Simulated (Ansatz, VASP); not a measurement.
One calculation of Mg, two programs

```
Mg
1.0
     3.38575    0.00000    0.00000
    -1.69287    2.93214    0.00000
     0.00000    0.00000    5.18423
Mg
2
Direct
  0.33333 0.66667 0.25000
  0.66667 0.33333 0.75000
```

Alike in both runs: task single point; functional PBE; k mesh 15 × 15 × 8; occupations gaussian, width 0.1 eV; no spin polarisation.

|  | VASP | Ansatz |
| --- | --- | --- |
| version | VASP 6.6.1 | Ansatz 0.2.0 |
| potentials or method | VASP PAW PBE potentials, release 64 (Mg) | scalar-relativistic, plane waves, PAW |
| plane-wave cutoff (eV) | 520 | 420 |
| valence electrons in the cell | 4 | 20 |

```tsv
	VASP	Ansatz	Ansatz less VASP
gap on the k mesh at the Fermi level (eV)	none	none	-
pressure (GPa)	-3.3	-3.2	+0.11
largest component of the traceless stress (GPa)	1.12	1.13	+0.005
```

A gap of «none» marks a metal or a gap that the smearing closes. The two sets of potentials don't hold the same shells in valence.
